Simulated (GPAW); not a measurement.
The system is KF (Carobbiite).

```xyz
2
Lattice="0.0000 2.6719 2.6719 2.6719 0.0000 2.6719 2.6719 2.6719 0.0000" Properties=species:S:1:pos:R:3 pbc="T T T"
K     0.0000    0.0000    0.0000
F     2.6719    2.6719    2.6719
```

```yaml
Program: GPAW 26.7.0
Task: relaxation of cell and atoms
Functional: PBEsol
Dispersion: D3(BJ)
Potentials_or_basis: PAW data sets generated in the run's folder for this functional
Cutoff: 800 eV
Basis: pw
k_mesh: 9 × 9 × 9
Occupations: fermi-dirac, width 0.05 eV
Spin: no spin polarisation
```

At the start: pressure -2.9 GPa; volume 19.07 Å³/atom.

Where does the relaxation end?

Over 4 steps the energy falls by 7.2 meV/atom and the volume is 17.51 Å³/atom (-8.2 %); space group Fm-3m (No. 225, to 0.05 Å).

Step by step:
```tsv
step	energy change (eV)	largest force (eV/Å)	pressure (GPa)	volume (Å³)
1	0.0000	0.0000	-2.90	38.15
2	-0.0033	0.0000	-2.70	37.87
3	-0.0111	0.0000	0.49	34.57
4	-0.0144	0.0000	-0.06	35.02
```

Final structure:
```
K F
1.0
     0.00000    2.59669    2.59669
     2.59669    0.00000    2.59669
     2.59669    2.59669    0.00000
K F
1 1
Cartesian
  0.0000 0.0000 0.0000
  2.5967 2.5967 2.5967
```

Caveat: later steps reuse the first step's grids.
